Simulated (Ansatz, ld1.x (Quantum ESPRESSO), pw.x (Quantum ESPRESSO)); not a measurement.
## Equation-of-state test of one PAW potential (beryllium (Be))

beryllium, PAW, made with ld1.x (Quantum ESPRESSO) 7.5 (PBE, scalar-relativistic). Core [He], reference 2s0.5 2p0 (charge +1.5). Waves: 2s (bound): rcut 1.40, rcutus 1.60 bohr; 2s channel at -1 Ry: rcut 1.40, rcutus 1.60 bohr; 2p (bound, empty): rcut 3.50, rcutus 4.30 bohr; 2p channel at -0.65 Ry: rcut 3.50, rcutus 4.30 bohr; 3d channel at 0.05 Ry: rcut 2.60, rcutus 3.45 bohr; 3d channel at 1.1 Ry: rcut 2.60, rcutus 3.45 bohr. Local part: all-electron potential smoothed inside 4.20 bohr (lloc = -1). Core correction: Bessel-smoothed model core inside 1.55 bohr. Augmentation charge: PSQ, inside the norm-conserving radii.

Atomic tests: cutoffs needed: 8 Ry and 12 Ry (the cutoffs (Ry, on a coarse ladder) from which the occupation-weighted sum of valence levels, in a spherical-Bessel basis at the reference potential, stays within 10 and 1 mRy of its value at 400 Ry); ghost test: no extra level below or beside the all-electron valence levels (s, p, d, f tested) (spherical-Bessel basis up to 400 Ry, 20 bohr box); configuration tests: 3 of 6 tests not solved or not reliable.

Crystal test: fcc Be in pw.x 7.5, no spin, 18³ k-points, Fermi–Dirac smearing 0.01 Ry, cutoffs 40/320 Ry. The lattice is a test structure that the element need not adopt, and mesh and smearing are coarse.

pw.x input:

```
&control
  calculation='scf', prefix='x', pseudo_dir='./', outdir='./tmp', tstress=.true., disk_io='none'
/
&system
  ibrav=0, nat=1, ntyp=1, ecutwfc=40, ecutrho=320, nbnd=8,
  occupations='smearing', smearing='fd', degauss=0.01
/
&electrons
  conv_thr=1e-09, mixing_beta=0.4, electron_maxstep=70
/
ATOMIC_SPECIES
Be 1.0 Be.UPF
CELL_PARAMETERS angstrom
  0.00000000 1.58169236 1.58169236
  1.58169236 0.00000000 1.58169236
  1.58169236 1.58169236 0.00000000
ATOMIC_POSITIONS crystal
Be 0.0000 0.0000 0.0000
K_POINTS automatic
18 18 18 0 0 0
```

```bash
pw.x < Be.scf.in > Be.scf.out
```

Problem. How does the run end?

Solution. Failed (cdiaghg: S matrix not positive definite). The largest radius (4.30 bohr) exceeds half the bond length (2.11 bohr), so the spheres overlap, which is one possible source of error among others. Atomic configuration tests: 3 of 6 tests not solved or not reliable. The log shows:

```
Message from routine setup:
     using ibrav=0 with symmetry is DISCOURAGED, use correct ibrav instead
     lattice parameter (alat)  =       4.2270  a.u.
     unit-cell volume          =      53.4063 (a.u.)^3
     number of electrons       =         2.00
     number of Kohn-Sham states=            8
     kinetic-energy cutoff     =      40.0000  Ry
     charge density cutoff     =     320.0000  Ry
     scf convergence threshold =      1.0E-09
     Exchange-correlation= SLA  PW   PBX  PBC
     number of k points=   195  Fermi-Dirac smearing, width (Ry)=  0.0100
     iteration #  1     ecut=    40.00 Ry     beta= 0.40
     Error in routine cdiaghg (30):
     S matrix not positive definite
```
